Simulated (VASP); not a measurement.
Wanted: the native input for a VASP 6.6.1 run.

| Item | Value |
| --- | --- |
| Task | relaxation of cell and atoms |
| Functional | PBEsol |
| Potentials or basis | VASP PAW PBE potentials, release 64 (Se) |
| Cutoff | 520 eV |
| k mesh | 21 × 21 × 21 |
| Occupations | gaussian, width 0.1 eV |
| Spin | no spin polarisation |
| Target pressure | 187.5 GPa |
| Further INCAR settings | ALGO = Normal; EDIFF = 1e-07; IBRION = 2; EDIFFG = -0.15; NSW = 80; ISIF = 3 |
| Target pressure | 187.5 GPa |

The structure of Se lies in POSCAR:

```
Se                                      
1.0
    1.9567766807      1.1297455455      0.8951218328
   -1.9567766807      1.1297455455      0.8951218328
    0.0000000000     -2.2594910910      0.8951218328
  Se            
     1
Direct
     0.0000000000000000    0.0000000000000000    0.0000000000000000
```

This isn't the form of Se at room conditions, which is trigonal, of chains.

These files were run (other wordings do the same):

INCAR

```
SYSTEM = Se
  ALGO = Normal
  EDIFF = 1E-7
  EDIFFG = -0.15
  ENCUT = 520
  GGA = PS
  IBRION = 2
  ISIF = 3
  ISMEAR = 0
  LASPH = .True.
  LCHARG = .False.
  LREAL = .False.
  LWAVE = .False.
  NELM = 100
  NSW = 80
  PREC = Accurate
  PSTRESS = 1875.0
  SIGMA = 0.1
```

KPOINTS

```
k-points
0
Gamma
  21 21 21
  0 0 0
```

Potentials or basis: VASP PAW PBE potentials, release 64 (Se).

Command:

```console
$ cat potpaw_PBE.64/Se/POTCAR > POTCAR
$ mpirun -np 1 vasp_std > vasp.out
```

It gave:

```yaml
Relaxed_volume: 10.67 Å³/atom
Relaxed_cell: a = 2.404 Å, b = 2.404 Å, c = 2.404 Å, α = 109.53°, β = 109.53°, γ = 109.53°
Space_group_after_relaxing_to_0.05_Å: Im-3m (No. 229)
Energy_change_on_relaxing_the_enthalpy_is_what_falls: +1140.2 meV/atom
Ionic_steps: 14
Pressure_after_relaxing: 188.3 GPa
Band_gap_on_the_k_mesh: none (metal or under the smearing width)
```

Caveat: the cell is relaxed towards a set pressure, so the enthalpy falls and the energy may rise; the PAW data sets were made with another functional, which shifts forces and pressure a little.

It took 2.6 min on 1 thread of Intel(R) Xeon(R) 6975P-C (Granite Rapids) (shared host), peak memory 0.19 GiB.
